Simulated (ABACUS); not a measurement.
## MgSe: equation of state with PBE

Crystal: MgSe.

```
Se Mg
1.0
     0.00000    2.72550    2.72550
     2.72550    0.00000    2.72550
     2.72550    2.72550    0.00000
Se Mg
1 1
Direct
  0.50000 0.50000 0.50000
  0.00000 0.00000 0.00000
```

| Quantity | Value |
| --- | --- |
| Program | ABACUS 3.10.1 |
| Task | equation of state |
| Functional | PBE |
| Potentials or basis | PseudoDojo NC SR 0.4.1 PBE standard |
| Cutoff | 1184 eV |
| Density cutoff | 4735 eV |
| Basis | plane waves |
| k mesh | 8 × 8 × 8 |
| Occupations | fermi-dirac, width 0.05 eV |
| Spin | no spin polarisation |

| Quantity | Value |
| --- | --- |
| Equilibrium volume | 20.91 Å³/atom |
| Bulk modulus | 61 GPa |
| Pressure derivative of the bulk modulus | 4.1 |

Energy against volume, from the lowest point:
| volume (Å³/atom) | energy (meV/atom) |
| --- | --- |
| 19.031 | 37.48 |
| 19.436 | 22.21 |
| 19.841 | 11.22 |
| 20.246 | 4.09 |
| 20.651 | 0.46 |
| 21.056 | 0.00 |
| 21.461 | 2.40 |

All runs of the series together: 86 s on 4 threads of Intel(R) Xeon(R) Platinum 8259CL CPU @ 2.50GHz (Skylake/Cascade Lake) (shared host).

PBE usually gives volumes a little too large and moduli too small. Zero-point motion and thermal expansion aren't in these numbers.
